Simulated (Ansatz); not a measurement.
Calculated electric field gradients for SiO2

The cell is a COD entry, its atoms then relaxed with PBE in this cell.

```cif
data_SiO2
_symmetry_space_group_name_H-M 'P4_12_12'
_symmetry_Int_Tables_number 92
_cell_length_a 4.9727
_cell_length_b 4.9727
_cell_length_c 6.9257
_cell_angle_alpha 90.000
_cell_angle_beta 90.000
_cell_angle_gamma 90.000
loop_
_atom_site_label
_atom_site_type_symbol
_atom_site_symmetry_multiplicity
_atom_site_Wyckoff_symbol
_atom_site_fract_x
_atom_site_fract_y
_atom_site_fract_z
Si Si 4 a 0.3055 0.3055 0.0000
O O 8 b 0.2365 0.1167 0.1852
```

One atom of each set is listed.

All values are calculated (Ansatz; DFT, PBEsol, plane waves and PAW, scalar-relativistic, 420 eV cutoff, Γ-centred 6×6×5 k-points, Fermi–Dirac smearing 0.02 eV), not measured.

Conventions: |V_zz| ≥ |V_yy| ≥ |V_xx|, η = (V_xx − V_yy)/V_zz, C_Q = eQV_zz/h. ν_Q = 3|C_Q|/[2I(2I − 1)].

¹⁷O: I = 5/2, Q = -25.58 mb. Quadrupole moments are those of Pyykkö's year-2017 table.

Q: Give the quadrupolar parameters of the distinct sites.

A: 

```json
{"site": "O", "atoms": "8", "first shell": "2 Si at 1.62–1.63 Å, angle 143°", "C_Q (MHz)": "-5.75", "η": "0.19", "ν_Q (MHz)": "0.862"}
```

At O V_zz runs parallel to the line that joins its two neighbours (within 1°).

Si has no stable isotope with a ground-state quadrupole moment in the table, so these sites are left out.
